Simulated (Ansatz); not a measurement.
Task: a convergence test of the plane-wave cutoff of Si, space group Fmmm, with the Python package of Ansatz (0.2.0). Give the script and its output. Use (first run): RPBE, PAW, cutoff 250 eV, 9×9×9 k-points, Fermi-Dirac smearing of 0.2 eV, D4 dispersion. The script varies cutoff (eV): 250, 300, 350, 400, 450.

```cif
data_structure
_symmetry_space_group_name_H-M 'P 1'
_symmetry_Int_Tables_number 1
_cell_length_a 5.3511
_cell_length_b 5.2371
_cell_length_c 3.5976
_cell_angle_alpha 71.855
_cell_angle_beta 68.438
_cell_angle_gamma 39.707
_cell_volume 59.83
loop_
_atom_site_label
_atom_site_type_symbol
_atom_site_fract_x
_atom_site_fract_y
_atom_site_fract_z
_atom_site_occupancy
Si1 Si 0.72739 0.27261 0.72739 1
Si2 Si 0.27261 0.72739 0.27261 1
Si3 Si 0.77977 0.77977 0.22023 1
Si4 Si 0.22023 0.22023 0.77977 1
```

`si.py`
```python
# -*- coding: utf-8 -*-
"""Cutoff test for Si."""

import warnings

import ansatz as az

warnings.simplefilter("ignore", az.DeckWarning)

lattice = az.Lattice.of(
    (0.0, 2.659898, 4.643244),
    (2.422268, 0.0, 4.643244),
    (2.422268, 2.659898, 0.0),
)
sites = [
    ("Si", (0.727394, 0.272606, 0.727394)),
    ("Si", (0.272606, 0.727394, 0.272606)),
    ("Si", (0.779769, 0.779769, 0.220231)),
    ("Si", (0.220231, 0.220231, 0.779769)),
]
si = az.Crystal(lattice=lattice)
for symbol, position in sites:
    si = si.atom(symbol, position)

calc = (
    si.calculation()
    .functional("rpbe", dispersion="d4")
    .scf(lower_state_search="standard")
    .occupations("Fermi-Dirac", width=0.2)
    .kpoints(mesh=(9, 9, 9))
    .forces()
    .stress()
)

rows = []
for value in [250, 300, 350, 400, 450]:
    summary = calc.basis(value).run().report
    rows.append((value, summary["free_energy_ev"] / len(summary["lattice"]["sites"]), summary["n_iterations"], sum(summary["stress_gpa"][i][i] for i in range(3)) / 3, max(abs(f) for row in summary["forces_ev_ang"] for f in row), summary["n_pw"]))

print(" cutoff (eV)   F/atom (eV)    iterations       P (GPa)  max component (eV/A)   plane waves")
for row in rows:
    print(f"{str(row[0]):>12s}  {row[1]:12.5f}  {row[2]:12d}  {row[3]:12.3f}  {row[4]:20.4f}  {row[5]:12d}")

# the last row is the reference
for row in rows[:-1]:
    shift = 1000 * (row[1] - rows[-1][1])
    print(f"{row[0]}: {shift:+.2f} meV/atom" + ("  (within 2 meV)" if abs(shift) < 2 else ""))
```

```console
$ python si.py
 cutoff (eV)   F/atom (eV)    iterations       P (GPa)  max component (eV/A)   plane waves
         250    -639.43009             6        -3.655                0.1504           527
         300    -639.46563             6        -4.041                0.1664           709
         350    -639.47841             6        -4.102                0.1628           885
         400    -639.48135             6        -4.140                0.1605          1061
         450    -639.48172             6        -4.143                0.1606          1305
250: +51.63 meV/atom
300: +16.09 meV/atom
350: +3.31 meV/atom
400: +0.37 meV/atom  (within 2 meV)
```

From 400 eV on it stays within 2 meV an atom of the value at 450 eV; the first row (250 eV) is off by 51.6 meV and the last but one by 0.37 meV. The energy falls steadily, as expected when plane waves are added. The pressure moves from -3.66 to -4.14 GPa (the program's stress holds a Pulay correction, so it settles early). The last run costs about 2.0 times the first.

What to keep in mind:
- Dispersion corrections can be off by several per cent in the lattices of metals, and by several GPa in the pressure at a fixed cell.
- The mesh is modest for a metal, so energies can be off by several to tens of meV an atom and pressures by half a GPa or more; differences at equal mesh fare better.
- A Fermi-Dirac width this large means warm electrons, whose thermal share enters the free energy.
- Pressure is positive in compression.
- This isn't the structure that Si takes at ambient conditions.
- Shifts are counted from the last row, which is itself no proven limit.
- The script silences the warnings on its input, which a real study should read.
- Run time: 18 s on 1 thread of Arm Neoverse V2 (shared host), peak memory 0.46 GiB.
